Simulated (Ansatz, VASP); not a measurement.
## Two plane-wave programs on C

```
CELL_PARAMETERS angstrom
0.00000 1.78632 1.78632
1.78632 0.00000 1.78632
1.78632 1.78632 0.00000
ATOMIC_POSITIONS crystal
C 0.87500 0.87500 0.87500
C 0.12500 0.12500 0.12500
```

Alike in both runs: task relaxation of cell and atoms; functional r2SCAN; k mesh 16 × 16 × 16; occupations fermi-dirac, width 0.02 eV; no spin polarisation.

|  | VASP | Ansatz |
| --- | --- | --- |
| version | VASP 6.6.1 | Ansatz 0.2.0 |
| potentials or method | VASP PAW PBE potentials, release 64 (C) | PAW with Ansatz's default frozen-core files, scalar-relativistic |
| plane-wave cutoff (eV) | 600 | 500 |
| valence electrons in the cell | 8 | 8 |

VASP gave:

```
gap on the k mesh at the Fermi level, each at its own relaxed structure (eV) : 4.34
relaxed volume (Å³/atom)                                                     : 5.65
relaxed cell length with the largest relative difference (Å)                 : 2.518
```

Question: Estimate Ansatz's values.

Answer: gap on the k mesh at the Fermi level, each at its own relaxed structure (eV): 4.37; relaxed volume (Å³/atom): 5.64; relaxed cell length with the largest relative difference (Å): 2.517.

Caveats: the PAW data sets were made with another functional, which shifts forces and pressure a little (VASP).
